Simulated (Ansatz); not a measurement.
# Structure optimisation: selenium, omega (AlB2-type)

Computed with Ansatz, DFT, revPBE, plane waves (420 eV) with PAW, scalar-relativistic. The PAW files were generated under PBE, with cores re-solved for the functional.

k-point mesh 7×7×10, Fermi-Dirac smearing 0.1 eV, no spin polarisation. Cell and atoms relax.

Starting structure:

```yaml
crystal:
  lattice:
    - [4.9764452362, 0.0, 0.0]
    - [-2.4882226181, 4.3097279951, 0.0]
    - [0.0, 0.0, 3.0505609298]
  atoms:
    - { symbol: Se, position: [0.0, 0.0, 0.0] }
    - { symbol: Se, position: [0.3333333333, 0.6666666667, 0.5] }
    - { symbol: Se, position: [0.6666666667, 0.3333333333, 0.5] }
hamiltonian:
  xc: revpbe
  pseudopotentials:
    kind: paw
    azcp:
      Se: "pseudopotentials/Se.paw.azcp"
basis:
  ecutwfc: 420
  fft_grid_basis: typed
kpoints:
  mp_grid: { grid: [7, 7, 10], shift: [0, 0, 0] }
magnetization:
  spin_polarized: false
scf:
  occupations: { method: fermi_dirac, width: 0.1 }
relax:
  max_steps: 60
  f_tol: 0.01
  cell: {}
```

Problem. What cell does the relaxation end in?

Solution. P6/mmm with a = 4.707 Å, c = 3.418 Å (c/a = 0.726); 21.86 Å³ per atom against 21.81 at the start (0.2 %).

Problem. How much energy does the relaxation gain?

Solution. 25.0 meV per atom.

Path of the relaxation (the plane waves are chosen anew near the end, which can shift the energy a little):

```json
{"step": "0", "E − E(final) (meV/atom)": "25.01", "V (Å³/atom)": "21.809", "P (GPa)": "-1.93", "max force (eV/Å)": "0.000"}
{"step": "1", "E − E(final) (meV/atom)": "21.15", "V (Å³/atom)": "20.878", "P (GPa)": "0.74", "max force (eV/Å)": "0.000"}
{"step": "2", "E − E(final) (meV/atom)": "20.51", "V (Å³/atom)": "21.125", "P (GPa)": "-0.03", "max force (eV/Å)": "0.000"}
{"step": "3", "E − E(final) (meV/atom)": "20.17", "V (Å³/atom)": "21.160", "P (GPa)": "-0.14", "max force (eV/Å)": "0.000"}
{"step": "4", "E − E(final) (meV/atom)": "17.10", "V (Å³/atom)": "21.246", "P (GPa)": "-0.32", "max force (eV/Å)": "0.000"}
{"step": "5", "E − E(final) (meV/atom)": "8.06", "V (Å³/atom)": "21.259", "P (GPa)": "0.11", "max force (eV/Å)": "0.000"}
{"step": "6", "E − E(final) (meV/atom)": "1.38", "V (Å³/atom)": "21.391", "P (GPa)": "0.88", "max force (eV/Å)": "0.000"}
{"step": "7", "E − E(final) (meV/atom)": "0.16", "V (Å³/atom)": "21.781", "P (GPa)": "0.00", "max force (eV/Å)": "0.000"}
{"step": "8", "E − E(final) (meV/atom)": "0.10", "V (Å³/atom)": "21.833", "P (GPa)": "0.05", "max force (eV/Å)": "0.000"}
{"step": "9", "E − E(final) (meV/atom)": "0.09", "V (Å³/atom)": "21.837", "P (GPa)": "0.00", "max force (eV/Å)": "0.000"}
{"step": "10", "E − E(final) (meV/atom)": "0.01", "V (Å³/atom)": "21.837", "P (GPa)": "0.02", "max force (eV/Å)": "0.000"}
{"step": "11", "E − E(final) (meV/atom)": "0.00", "V (Å³/atom)": "21.860", "P (GPa)": "0.00", "max force (eV/Å)": "0.000"}
{"step": "12", "E − E(final) (meV/atom)": "0.00", "V (Å³/atom)": "21.860", "P (GPa)": "0.00", "max force (eV/Å)": "0.000"}
```
